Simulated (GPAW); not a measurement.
Here is a GPAW 26.7.0 calculation.

File run.py:

```python
from ase import Atoms
from ase.filters import FrechetCellFilter
from ase.io import write
from ase.optimize import BFGS
from ase.units import GPa
from gpaw import GPAW, PW, setup_paths

setup_paths.insert(0, '.')

atoms = Atoms(['Pt', 'Pt', 'Ti', 'Ti', 'Ti', 'Ti', 'Ti', 'Ti'],
              cell=[[5.03, 0.0, 0.0],
                    [0.0, 5.03, 0.0],
                    [0.0, 0.0, 5.03]],
              scaled_positions=[[0.5, 0.5, 0.5],
                                [0.0, 0.0, 0.0],
                                [0.0, 0.5, 0.25],
                                [0.0, 0.5, 0.75],
                                [0.5, 0.25, 0.0],
                                [0.75, 0.0, 0.5],
                                [0.5, 0.75, 0.0],
                                [0.25, 0.0, 0.5]],
              pbc=True)

calc = GPAW(mode=PW(600),
            xc='PBEsol',
            kpts={'size': (4, 4, 4), 'gamma': True},
            occupations={'name': 'fermi-dirac', 'width': 0.05},
            nbands=89,
            convergence={'density': 1e-05, 'forces': 0.0001},
            maxiter=150,
            txt='gpaw.txt')
atoms.calc = calc
opt = BFGS(FrechetCellFilter(atoms, scalar_pressure=10 * GPa), trajectory='relax.traj', logfile='-')
done = opt.run(fmax=0.02, steps=60)
calc.write('gs.gpw')
write('result.traj', atoms)
print('Converged:', done)
print('Cell:', atoms.cell.cellpar().round(4))
print('Volume:', round(atoms.get_volume(), 4))
print(atoms.get_scaled_positions().round(5))
```

Potentials or basis: PAW data sets generated in the run's folder for this functional, pw.

Run with:

```sh
$ gpaw-setup -f PBEsol Pt Ti
$ OMP_NUM_THREADS=1 python run.py
```

Problem. What does it give for the relaxed cell?

Solution. a = 4.895 Å, b = 4.895 Å, c = 4.895 Å, α = 90.00°, β = 90.00°, γ = 90.00°.

Problem. Predict the band gap on the k mesh.

Solution. None (metal or under the smearing width).

The path:
```tsv
step	energy change (eV)	largest force (eV/Å)	pressure (GPa)	volume (Å³)
1	0.0000	0.0000	-4.85	127.26
2	-0.0223	0.0000	-3.63	126.26
3	0.1827	0.0000	10.29	117.14
4	0.1705	0.0000	9.98	117.31
```

Caveat: later steps reuse the first step's grids. The run has no spin-orbit coupling, so splittings on Pt are missing.
